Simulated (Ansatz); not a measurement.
# Indium, omega (AlB2-type) under PBE: from relaxation to bulk modulus, part 1 of 2

What does PBE give for indium in the omega (AlB2-type) structure? We relax it, solve it on a dense k-mesh, then scale the cell to 7 volumes from 88 to 112 % of the relaxed one and try a fit of the equation of state. Spin polarisation is left out. The k-meshes are 7×7×10 for the relaxation; 9×9×12 for the dense run; 8×8×11 for the volumes.

Program: Ansatz 0.2.0. Level of theory: DFT PBE, plane waves (420 eV) with PAW, scalar-relativistic. These are calculated values, not measurements.

**1. The structure to begin with**

It takes space group P6/mmm (No. 191, hexagonal). Conventional cell: a = 5.286 Å, b = 5.286 Å, c = 3.241 Å, α = 90.00°, β = 90.00°, γ = 120.00°. Around In (site symmetry 6/mmm) lie 14 In at 3.24 to 3.46 Å. Around In (site symmetry -6m2) lie 11 In at 3.05 to 3.46 Å.

As a file:

```xyz
3
Lattice="5.2865 0.0000 0.0000 -2.6432 4.5782 0.0000 0.0000 0.0000 3.2406" Properties=species:S:1:pos:R:3 pbc="T T T"
In    0.0000    0.0000    0.0000
In    0.0000    3.0521    1.6203
In    2.6432    1.5261    1.6203
```

**2. Geometry optimisation**

Input file input.yaml:

```yaml
crystal:
  lattice:
    - [5.2864609513, 0.0, 0.0]
    - [-2.6432304757, 4.57820948, 0.0]
    - [0.0, 0.0, 3.2406005632]
  atoms:
    - { symbol: In, position: [0.0, 0.0, 0.0] }
    - { symbol: In, position: [0.3333333333, 0.6666666667, 0.5] }
    - { symbol: In, position: [0.6666666667, 0.3333333333, 0.5] }
hamiltonian:
  xc: pbe
  pseudopotentials:
    kind: paw
    azcp:
      In: "pseudopotentials/In.paw.azcp"
basis:
  ecutwfc: 420
  fft_grid_basis: typed
kpoints:
  mp_grid: { grid: [7, 7, 10], shift: [0, 0, 0] }
magnetization:
  spin_polarized: false
scf:
  occupations: { method: fermi_dirac, width: 0.1 }
relax:
  max_steps: 60
  f_tol: 0.01
  cell: {}
```

The program printed:

```text
Engine: ansatz 0.2.0, x86_64-unknown-linux-gnu
Pseudopotentials: kind: paw
Pseudopotential: In, paw, valence charge 13, recommended cutoff 420 eV (normal), <dir>
Functional definition: PBE
  parameter kappa = 0.804
  parameter beta = 0.06672455060314922
  exchange = pbe_x(kappa = kappa, mu = beta*pi^2/3)
  correlation = pbe_c(beta = beta)
Crystal: 3 atoms, lattice volume = 78.431 Å³
Basis set: ecut = 420 eV, 1529 PW (Γ), exchange–correlation on 72×72×48 points (8 copies of the dense FFT grid, shifted against one another)
Bands: 24, of which v1, the nominal top of the filled ones, is band 20 counted from 1 (19 counted from 0)
Symmetry: 24 space group operations
Space group: P6/mmm (ITA 191), of the structure as read, at distance tolerance 4.3e-5 Å
k-points: 48 of 490
Non-local potential: In, projectors of the file, l = 0: 2, l = 1: 2, l = 2: 2, l = 3: 2
PAW form: soft (Blöchl's): semilocal exchange-correlation on the pseudo side does not see the compensation charge
PAW one-centre angular grid: In, 590 points (default); XC on 64 Gauss nodes
Initial density: superposition of atomic densities (neutral atoms: chi_scale 0, normalization atom), corrected by the library's trained network
Initial wavefunctions: pseudopotential atomic-orbital guess
Functional: x = pbe(κ = 0.804, μ = 0.2195149727645171), c = pbe(β = 0.06672455060314922)
SCF iter   1: F=—  HF=-16793.492624 eV  |F-HF|=—  |Δ(HF+E_count)|=         —  Δρ=1.10e-3  dr2=6.45e-4  ethr=1.77e-3  ⟨swp⟩=5.6  Hψ=4976  notcnv=0
preconditioner: auto → Kerker (q_TF=auto, 2.428 Å⁻¹)  [metal: Δε(μ)=0.007 eV  Ē_g=15.106 eV  σ=0.100 eV  W_gap=0.02  n_scr=26 (ndim 8)  ℏωp=26.2 eV  f_vac=0.000  D(μ)=0.98/eV (n_scr^D=6)]
SCF iter   2: F=—  HF=-16793.489799 eV  |F-HF|=—  |Δ(HF+E_count)|=   2.83e-3  Δρ=5.78e-4  dr2=3.10e-4  ethr=1.65e-6  ⟨swp⟩=2.0  Hψ=2472  notcnv=0
SCF iter   3: F=—  HF=-16793.489819 eV  |F-HF|=—  |Δ(HF+E_count)|=   2.04e-5  Δρ=3.40e-4  dr2=1.17e-4  ethr=7.94e-7  ⟨swp⟩=2.0  Hψ=2093  notcnv=0
SCF iter   4: F=—  HF=-16793.489839 eV  |F-HF|=—  |Δ(HF+E_count)|=   1.99e-5  Δρ=1.16e-4  dr2=8.19e-6  ethr=3.00e-7  ⟨swp⟩=3.0  Hψ=2124  notcnv=0
SCF iter   5: F=—  HF=-16793.489835 eV  |F-HF|=—  |Δ(HF+E_count)|=   4.17e-6  Δρ=2.83e-5  dr2=5.83e-7  ethr=2.10e-8  ⟨swp⟩=2.0  Hψ=2053  notcnv=0
SCF iter   6: F=-16793.489835 eV  HF=-16793.489835 eV  |F-HF|=1.81e-9  |Δ(HF+E_count)|=   2.14e-7  Δρ=4.24e-6  dr2=1.59e-8  ethr=2.56e-10  ⟨swp⟩=3.1  Hψ=4955  notcnv=0
SCF 1 converged in 6 iterations: F = -16793.489835 eV  dr2 = 1.59e-8
relax step   1: F+E_penalty+E_count = -16793.48983473 eV  Δ(F+E_penalty+E_count) = +0.000e0 eV  max|allowed force component| = 1.234e-17 eV/Å  Δτ_max = 0.0000 Å  P = +2.639 GPa  Ω = 78.431 Å³  (6 SCF iters, dr2 threshold 1.00e-7 eV, accepted)
Crystal: 3 atoms, lattice volume = 83.645 Å³
Basis set: ecut = 420 eV, 1649 PW (Γ), exchange–correlation on 72×72×48 points (8 copies of the dense FFT grid, shifted against one another)
Initial density: handed on by an earlier stage of this run
Initial wavefunctions: those handed on with the density
iter 1 solved again at ethr=2.91e-6 eV; its pass at ethr=3.10e-3 eV (dr2=1.14e-3 eV) is discarded
SCF iter   1: F=—  HF=-16793.530311 eV  |F-HF|=—  |Δ(HF+E_count)|=         —  Δρ=1.21e-3  dr2=1.67e-3  ethr=2.91e-6  ⟨swp⟩=2.2  Hψ=7377  notcnv=0
eigensolver tolerance schedule calibrated: the retry pair's looser diagonalisation under-reported the residual by θ = 0.32 (0.11/decade); ethr = c·dr2/N_el runs at the constant in force after the calibration composes with the one it found (an armed cap, an earlier calibration), c = 9.0e-2
preconditioner: auto → Kerker (q_TF=auto, 2.402 Å⁻¹)  [metal: Δε(μ)=0.102 eV  Ē_g=14.922 eV  σ=0.100 eV  W_gap=0.25  n_scr=26 (ndim 8)  ℏωp=25.4 eV  f_vac=0.000  D(μ)=0.93/eV (n_scr^D=6)]
SCF iter   2: F=—  HF=-16793.529952 eV  |F-HF|=—  |Δ(HF+E_count)|=   3.59e-4  Δρ=8.03e-4  dr2=6.30e-4  ethr=2.91e-6  ⟨swp⟩=2.0  Hψ=2090  notcnv=0
SCF iter   3: F=—  HF=-16793.529830 eV  |F-HF|=—  |Δ(HF+E_count)|=   1.22e-4  Δρ=1.90e-4  dr2=4.22e-5  ethr=1.46e-6  ⟨swp⟩=2.2  Hψ=2100  notcnv=0
SCF iter   4: F=—  HF=-16793.529821 eV  |F-HF|=—  |Δ(HF+E_count)|=   9.31e-6  Δρ=3.74e-5  dr2=1.10e-6  ethr=9.80e-8  ⟨swp⟩=2.7  Hψ=2131  notcnv=0
SCF iter   5: F=-16793.529822 eV  HF=-16793.529822 eV  |F-HF|=1.96e-8  |Δ(HF+E_count)|=   6.81e-7  Δρ=7.39e-6  dr2=5.32e-8  ethr=6.96e-10  ⟨swp⟩=4.9  Hψ=3604  notcnv=0
SCF 2 converged in 5 iterations: F = -16793.529822 eV  dr2 = 5.32e-8
relax step   2: F+E_penalty+E_count = -16793.52982165 eV  Δ(F+E_penalty+E_count) = -3.999e-2 eV  max|allowed force component| = 2.467e-17 eV/Å  Δτ_max = 0.0000 Å  P = +0.028 GPa  Ω = 83.645 Å³  energy of the carried Pulay correction = -1.333e-3 eV  (5 SCF iters, dr2 threshold 3.00e-7 eV, accepted)
Crystal: 3 atoms, lattice volume = 83.733 Å³
iter 1 solved again at ethr=2.38e-8 eV; its pass at ethr=3.10e-3 eV (dr2=9.29e-6 eV) is discarded
SCF iter   1: F=—  HF=-16793.529994 eV  |F-HF|=—  |Δ(HF+E_count)|=         —  Δρ=1.01e-4  dr2=1.42e-5  ethr=2.38e-8  ⟨swp⟩=3.0  Hψ=6969  notcnv=0
preconditioner: auto → Kerker (q_TF=auto, 2.402 Å⁻¹)  [metal: Δε(μ)=0.095 eV  Ē_g=14.891 eV  σ=0.100 eV  W_gap=0.23  n_scr=26 (ndim 8)  ℏωp=25.3 eV  f_vac=0.000  D(μ)=0.91/eV (n_scr^D=6)]
SCF iter   2: F=—  HF=-16793.529993 eV  |F-HF|=—  |Δ(HF+E_count)|=   6.00e-7  Δρ=7.08e-5  dr2=7.18e-6  ethr=2.38e-8  ⟨swp⟩=1.0  Hψ=1153  notcnv=0
SCF iter   3: F=—  HF=-16793.529992 eV  |F-HF|=—  |Δ(HF+E_count)|=   1.77e-6  Δρ=1.17e-5  dr2=1.94e-7  ethr=1.84e-8  ⟨swp⟩=2.0  Hψ=1288  notcnv=0
SCF iter   4: F=-16793.529992 eV  HF=-16793.529992 eV  |F-HF|=2.75e-9  |Δ(HF+E_count)|=   1.18e-8  Δρ=3.14e-6  dr2=6.95e-9  ethr=2.44e-10  ⟨swp⟩=4.1  Hψ=4159  notcnv=0
SCF 3 converged in 4 iterations: F = -16793.529992 eV  dr2 = 6.95e-9
relax step   3: F+E_penalty+E_count = -16793.52999169 eV  Δ(F+E_penalty+E_count) = -1.700e-4 eV  max|allowed force component| = 7.401e-17 eV/Å  Δτ_max = 0.0000 Å  P = +0.001 GPa  Ω = 83.733 Å³  energy of the carried Pulay correction = -1.356e-3 eV  (4 SCF iters, dr2 threshold 9.53e-8 eV, accepted)
Crystal: 3 atoms, lattice volume = 83.752 Å³
iter 1 solved again at ethr=5.66e-9 eV; its pass at ethr=3.10e-3 eV (dr2=2.21e-6 eV) is discarded
SCF iter   1: F=—  HF=-16793.530009 eV  |F-HF|=—  |Δ(HF+E_count)|=         —  Δρ=4.75e-5  dr2=3.21e-6  ethr=5.66e-9  ⟨swp⟩=3.0  Hψ=6939  notcnv=0
preconditioner: auto → Kerker (q_TF=auto, 2.402 Å⁻¹)  [metal: Δε(μ)=0.093 eV  Ē_g=14.889 eV  σ=0.100 eV  W_gap=0.23  n_scr=26 (ndim 8)  ℏωp=25.3 eV  f_vac=0.000  D(μ)=0.90/eV (n_scr^D=6)]
SCF iter   2: F=—  HF=-16793.530010 eV  |F-HF|=—  |Δ(HF+E_count)|=   8.32e-7  Δρ=3.35e-5  dr2=1.63e-6  ethr=5.66e-9  ⟨swp⟩=1.0  Hψ=1152  notcnv=0
SCF iter   3: F=-16793.530009 eV  HF=-16793.530009 eV  |F-HF|=2.30e-9  |Δ(HF+E_count)|=   3.94e-7  Δρ=3.10e-6  dr2=5.62e-9  ethr=2.10e-11  ⟨swp⟩=4.0  Hψ=5015  notcnv=0
SCF 4 converged in 3 iterations: F = -16793.530009 eV  dr2 = 5.62e-9
relax step   4: F+E_penalty+E_count = -16793.53000912 eV  Δ(F+E_penalty+E_count) = -1.744e-5 eV  max|allowed force component| = 8.789e-17 eV/Å  Δτ_max = 0.0000 Å  P = -0.001 GPa  Ω = 83.752 Å³  energy of the carried Pulay correction = -1.361e-3 eV  (3 SCF iters, dr2 threshold 8.17e-9 eV, accepted)
Initial wavefunctions: pseudopotential atomic-orbital guess (no wavefunctions were taken with the density)
iter 1 solved again at ethr=3.00e-7 eV; its pass at ethr=3.10e-3 eV (dr2=1.17e-4 eV) is discarded
SCF iter   1: F=—  HF=-16793.531258 eV  |F-HF|=—  |Δ(HF+E_count)|=         —  Δρ=1.19e-4  dr2=2.34e-6  ethr=3.00e-7  ⟨swp⟩=2.6  Hψ=7558  notcnv=0
SCF iter   2: F=—  HF=-16793.531256 eV  |F-HF|=—  |Δ(HF+E_count)|=   2.13e-6  Δρ=5.55e-5  dr2=4.53e-7  ethr=5.99e-9  ⟨swp⟩=2.0  Hψ=2000  notcnv=0
SCF iter   3: F=—  HF=-16793.531256 eV  |F-HF|=—  |Δ(HF+E_count)|=   5.45e-7  Δρ=1.42e-5  dr2=5.71e-8  ethr=1.16e-9  ⟨swp⟩=2.9  Hψ=2179  notcnv=0
SCF iter   4: F=—  HF=-16793.531256 eV  |F-HF|=—  |Δ(HF+E_count)|=   2.16e-8  Δρ=9.68e-7  dr2=7.91e-10  ethr=1.46e-10  ⟨swp⟩=3.0  Hψ=2108  notcnv=0
SCF iter   5: F=—  HF=-16793.531256 eV  |F-HF|=—  |Δ(HF+E_count)|=  1.56e-10  Δρ=3.81e-7  dr2=8.51e-11  ethr=2.03e-12  ⟨swp⟩=2.0  Hψ=2095  notcnv=0
SCF iter   6: F=-16793.531256 eV  HF=-16793.531256 eV  |F-HF|=0.00e0  |Δ(HF+E_count)|=  1.46e-11  Δρ=7.62e-8  dr2=5.26e-12  ethr=1.00e-12  ⟨swp⟩=5.3  Hψ=5170  notcnv=0
SCF 5 converged in 6 iterations: F = -16793.531256 eV  dr2 = 5.26e-12
relax step   5: F+E_penalty+E_count = -16793.53125644 eV  Δ(F+E_penalty+E_count) = -1.247e-3 eV  max|allowed force component| = 7.093e-17 eV/Å  Δτ_max = 0.0000 Å  P = -0.011 GPa  Ω = 83.752 Å³  stress off target by 1.33e-2 GPa  SCF on the basis re-selected at this cell (its energy is not comparable with the rows above)  (6 SCF iters)
basis re-selected at this cell: Δ(F+E_penalty+E_count) = -1.247e-3 eV, ΔP = -0.010 GPa vs the last step (what re-selecting the basis moved, of the pressure what is left beyond the Pulay correction that the steps carried, after the strain that the cell walked since its last selection, with what the two solves' SCF thresholds leave and, on support functions, any second-order correction that the steps lacked; it is no measure of the basis error at this ecutwfc). This SCF's stress stands 1.33e-2 GPa from its target on what of the cell is left free (relax.cell.stress_tol is 5.00e-2 GPa) and its largest allowed force component is 7.09e-17 eV/Å (relax.f_tol is 1.00e-2 eV/Å): within both
SCF converged after 6 iterations
Free energy (F): -16793.531256 eV
Harris-Foulkes:  -16793.531256 eV  (|F-HF|=0.00e0)
Internal energy: -16793.499275 eV  (E = F + TS)
E sigma→0 (E₀):  -16793.515266 eV
Entropy (-TS):   -0.031981 eV (-10.660 meV/atom)
Fermi energy:    9.414008 eV
--- Per-component energies (eV) ---
  E_band       = -102.811651
  E_kinetic    = 722.279655
  E_local      = -3354.871668  (includes V_loc(G=0)·N_el)
  E_nonlocal   = 1097.977247
  E_hartree    = 1313.331703
  E_xc         = -647.397897
  E_vxc        = -299.049358  (∫ρ·V_xc dr)
  E_paw        = -12455.746159  (= ΣΔE_a)
  E_vpaw       = -895.810890  (= ΣTr[D̂ρ^β])
  E_aug_tail   = 0.000077  (compensation charges beyond the density's cutoff)
  E_ewald      = -3469.072234
  E_smearing   = -0.031981  (= −TS)
  E_closure    = 0.000000  (closes the sum)
  Σ components = -16793.531256   (vs F -16793.531256, Δ=0.00e0)
--- Forces (eV/Å), atoms counted from 1 ---
  atom   1  In     0.00000000    -0.00000000     0.00000000
  atom   2  In    -0.00000000    -0.00000000     0.00000000
  atom   3  In     0.00000000     0.00000000     0.00000000
  max |Σ_I F_I| component: 9.25e-18 eV/Å
--- Stress (GPa, compression-positive) ---
       -0.009435       0.000000       0.000000
        0.000000      -0.009435       0.000000
        0.000000       0.000000      -0.013282
  P = ⅓ Tr σ = -0.0107 GPa (-0.107 kbar)
--- Relaxed structure (4 steps of the walk, 4 accepted, 1 SCFs on fresh bases) ---
  F+E_penalty+E_count = -16793.53125644 eV   max|allowed force component| = 7.093e-17 eV/Å   (the final SCF, on the basis selected at the relaxed cell)
  cell:  # Å, volume = 83.7520 Å³
    - [5.383023240305845, 2.939487049018605e-11, 0.0]
    - [-2.691511620178379, 4.66183487525219, 0.0]
    - [0.0, 0.0, 3.3374291875288415]
  atoms:
    - { symbol: In, position: [2.672314910106362e-35, -1.8404451660986132e-35, 0.0] }
    - { symbol: In, position: [0.33333333333333326, 0.6666666666666665, 0.49999999999999994] }
    - { symbol: In, position: [0.6666666666666666, 0.3333333333333333, 0.49999999999999994] }
```

Wall time 25 s (1 thread of an x86-64 CPU, shared host); peak memory 0.57 GiB.

Relaxation path:

```csv
step,energy change (meV/atom),largest force (eV/Å),pressure (GPa),volume (Å³/atom)
1,0.00,0.0000,2.64,26.144
2,-13.33,0.0000,0.03,27.882
3,-13.39,0.0000,0.00,27.911
4,-13.39,0.0000,0.00,27.917
5,-13.81,0.0000,-0.01,27.917
```

Steps that repeat a cell are solved on a basis chosen anew, so their changes of energy are no gain of the relaxation.

The cell of the run, before and after:

|  | before | after | change |
| --- | --- | --- | --- |
| a (Å) | 5.286 | 5.383 | +1.8 % |
| b (Å) | 5.286 | 5.383 | +1.8 % |
| c (Å) | 3.241 | 3.337 | +3.0 % |
| volume (Å³/atom) | 26.144 | 27.917 | +6.8 % |
| shortest distance (Å) | 3.052 | 3.108 | +1.8 % |
| space group (spins left aside) | P6/mmm | P6/mmm | same |

**3. Dense single point**

Input file input.yaml:

```yaml
crystal:
  lattice:
    - [5.3830232403, 0.0, 0.0]
    - [-2.6915116202, 4.6618348753, 0.0]
    - [0.0, 0.0, 3.3374291875]
  atoms:
    - { symbol: In, position: [0.0, 1.0, 0.0] }
    - { symbol: In, position: [0.3333333333, 0.6666666667, 0.5] }
    - { symbol: In, position: [0.6666666667, 0.3333333333, 0.5] }
hamiltonian:
  xc: pbe
  pseudopotentials:
    kind: paw
    azcp:
      In: "pseudopotentials/In.paw.azcp"
basis:
  ecutwfc: 420
  fft_grid_basis: typed
kpoints:
  mp_grid: { grid: [9, 9, 12], shift: [0, 0, 0] }
magnetization:
  spin_polarized: false
scf:
  occupations: { method: fermi_dirac, width: 0.1 }
```

The program printed:

```text
[... 8 set-up lines as earlier in the session ...]
Crystal: 3 atoms, lattice volume = 83.752 Å³
Basis set: ecut = 420 eV, 1649 PW (Γ)
Bands: 24, of which v1, the nominal top of the filled ones, is band 20 counted from 1 (19 counted from 0)
[... 1 set-up line as earlier in the session ...]
Space group: P6/mmm (ITA 191), of the structure as read, at distance tolerance 4.4e-5 Å
k-points: 84 of 972
[... 6 set-up lines as earlier in the session ...]
SCF iter   1: F=—  HF=-16793.484522 eV  |F-HF|=—  |Δ(HF+E_count)|=         —  Δρ=1.11e-3  dr2=8.57e-4  ethr=1.77e-3  ⟨swp⟩=5.6  Hψ=8724  notcnv=0
preconditioner: auto → Kerker (q_TF=auto, 2.402 Å⁻¹)  [metal: Δε(μ)=0.040 eV  Ē_g=14.878 eV  σ=0.100 eV  W_gap=0.10  n_scr=26 (ndim 8)  ℏωp=25.3 eV  f_vac=0.000  D(μ)=1.81/eV (n_scr^D=8)]
SCF iter   2: F=—  HF=-16793.481886 eV  |F-HF|=—  |Δ(HF+E_count)|=   2.64e-3  Δρ=5.55e-4  dr2=3.83e-4  ethr=2.20e-6  ⟨swp⟩=2.0  Hψ=4313  notcnv=0
SCF iter   3: F=—  HF=-16793.481903 eV  |F-HF|=—  |Δ(HF+E_count)|=   1.76e-5  Δρ=3.28e-4  dr2=1.50e-4  ethr=9.82e-7  ⟨swp⟩=2.0  Hψ=3662  notcnv=0
SCF iter   4: F=—  HF=-16793.481921 eV  |F-HF|=—  |Δ(HF+E_count)|=   1.84e-5  Δρ=1.29e-4  dr2=9.26e-6  ethr=3.84e-7  ⟨swp⟩=3.0  Hψ=3811  notcnv=0
SCF iter   5: F=—  HF=-16793.481917 eV  |F-HF|=—  |Δ(HF+E_count)|=   4.56e-6  Δρ=1.90e-5  dr2=2.06e-7  ethr=2.37e-8  ⟨swp⟩=2.0  Hψ=3641  notcnv=0
SCF iter   6: F=-16793.481917 eV  HF=-16793.481917 eV  |F-HF|=1.89e-9  |Δ(HF+E_count)|=   3.50e-8  Δρ=4.66e-6  dr2=1.26e-8  ethr=2.56e-10  ⟨swp⟩=2.9  Hψ=4207  notcnv=0
SCF 1 converged in 6 iterations: F = -16793.481917 eV  dr2 = 1.26e-8
SCF converged after 6 iterations
Free energy (F): -16793.481917 eV
Harris-Foulkes:  -16793.481917 eV  (|F-HF|=1.89e-9)
Internal energy: -16793.423419 eV  (E = F + TS)
E sigma→0 (E₀):  -16793.452668 eV
Entropy (-TS):   -0.058498 eV (-19.499 meV/atom)
Fermi energy:    9.364684 eV
--- Per-component energies (eV) ---
  E_band       = -102.623500
  E_kinetic    = 722.383259
  E_local      = -3354.996317  (includes V_loc(G=0)·N_el)
  E_nonlocal   = 1097.967747
  E_hartree    = 1313.417394
  E_xc         = -647.443758
  E_vxc        = -299.102755  (∫ρ·V_xc dr)
  E_paw        = -12455.679586  (= ΣΔE_a)
  E_vpaw       = -895.704923  (= ΣTr[D̂ρ^β])
  E_aug_tail   = 0.000077  (compensation charges beyond the density's cutoff)
  E_ewald      = -3469.072234
  E_smearing   = -0.058498  (= −TS)
  E_closure    = -0.000000  (closes the sum)
  Σ components = -16793.481917   (vs F -16793.481917, Δ=0.00e0)
```

Wall time 7.9 s (1 thread of an x86-64 CPU, shared host); peak memory 0.59 GiB.

**4. Equation of state: 88 %**

input.yaml, as its differences from that of step 3:

```diff
@@ -2,5 +2,5 @@
   lattice:
-    - [5.3830232403, 0.0, 0.0]
-    - [-2.6915116202, 4.6618348753, 0.0]
-    - [0.0, 0.0, 3.3374291875]
+    - [5.1584648889, 0.0, 0.0]
+    - [-2.5792324445, 4.4673616383, 0.0]
+    - [0.0, 0.0, 3.1982048961]
   atoms:
@@ -19,3 +19,3 @@
 kpoints:
-  mp_grid: { grid: [9, 9, 12], shift: [0, 0, 0] }
+  mp_grid: { grid: [8, 8, 11], shift: [0, 0, 0] }
 magnetization:
@@ -24 +24,4 @@
   occupations: { method: fermi_dirac, width: 0.1 }
+  lower_state_search: "off"
+output:
+  stress: true
```

The program printed:

```text
[... 8 set-up lines as earlier in the session ...]
Crystal: 3 atoms, lattice volume = 73.702 Å³
Basis set: ecut = 420 eV, 1409 PW (Γ)
Bands: 24, of which v1, the nominal top of the filled ones, is band 20 counted from 1 (19 counted from 0)
[... 1 set-up line as earlier in the session ...]
Space group: P6/mmm (ITA 191), of the structure as read, at distance tolerance 4.2e-5 Å
k-points: 60 of 704
[... 6 set-up lines as earlier in the session ...]
SCF iter   1: F=—  HF=-16793.308076 eV  |F-HF|=—  |Δ(HF+E_count)|=         —  Δρ=1.06e-3  dr2=5.00e-4  ethr=1.77e-3  ⟨swp⟩=5.8  Hψ=6306  notcnv=0
preconditioner: auto → Kerker (q_TF=auto, 2.454 Å⁻¹)  [metal: Δε(μ)=0.037 eV  Ē_g=15.317 eV  σ=0.100 eV  W_gap=0.09  n_scr=26 (ndim 8)  ℏωp=27.0 eV  f_vac=0.000  D(μ)=1.87/eV (n_scr^D=8)]
SCF iter   2: F=—  HF=-16793.305074 eV  |F-HF|=—  |Δ(HF+E_count)|=   3.00e-3  Δρ=5.10e-4  dr2=1.71e-4  ethr=1.28e-6  ⟨swp⟩=2.0  Hψ=3069  notcnv=0
SCF iter   3: F=—  HF=-16793.305094 eV  |F-HF|=—  |Δ(HF+E_count)|=   2.03e-5  Δρ=3.05e-4  dr2=5.15e-5  ethr=4.39e-7  ⟨swp⟩=2.8  Hψ=2717  notcnv=0
SCF iter   4: F=—  HF=-16793.305120 eV  |F-HF|=—  |Δ(HF+E_count)|=   2.65e-5  Δρ=9.68e-5  dr2=4.37e-6  ethr=1.32e-7  ⟨swp⟩=3.0  Hψ=2660  notcnv=0
SCF iter   5: F=—  HF=-16793.305120 eV  |F-HF|=—  |Δ(HF+E_count)|=   5.32e-7  Δρ=2.47e-5  dr2=2.97e-7  ethr=1.12e-8  ⟨swp⟩=2.2  Hψ=2449  notcnv=0
SCF iter   6: F=-16793.305120 eV  HF=-16793.305120 eV  |F-HF|=7.82e-10  |Δ(HF+E_count)|=   6.75e-8  Δρ=3.50e-6  dr2=1.00e-8  ethr=2.56e-10  ⟨swp⟩=4.2  Hψ=4445  notcnv=0
SCF 1 converged in 6 iterations: F = -16793.305120 eV  dr2 = 1.00e-8
SCF converged after 6 iterations
Free energy (F): -16793.305120 eV
Harris-Foulkes:  -16793.305120 eV  (|F-HF|=7.82e-10)
Internal energy: -16793.246436 eV  (E = F + TS)
E sigma→0 (E₀):  -16793.275778 eV
Entropy (-TS):   -0.058684 eV (-19.561 meV/atom)
Fermi energy:    11.235088 eV
--- Per-component energies (eV) ---
  E_band       = -38.399748
  E_kinetic    = 727.160036
  E_local      = -3120.398316  (includes V_loc(G=0)·N_el)
  E_nonlocal   = 1098.338978
  E_hartree    = 1227.875132
  E_xc         = -649.450618
  E_vxc        = -301.967805  (∫ρ·V_xc dr)
  E_paw        = -12456.683800  (= ΣΔE_a)
  E_vpaw       = -897.284975  (= ΣTr[D̂ρ^β])
  E_aug_tail   = 0.000077  (compensation charges beyond the density's cutoff)
  E_ewald      = -3620.087925
  E_smearing   = -0.058684  (= −TS)
  E_closure    = -0.000000  (closes the sum)
  Σ components = -16793.305120   (vs F -16793.305120, Δ=0.00e0)
--- Stress (GPa, compression-positive) ---
        6.335164       0.000000       0.000000
       -0.000000       6.335164       0.000000
        0.000000       0.000000       5.718446
  P = ⅓ Tr σ = 6.1296 GPa (61.296 kbar)
```

Wall time 7.8 s (1 thread of an x86-64 CPU, shared host); peak memory 0.56 GiB.

(Continued in part 2 of 2.)
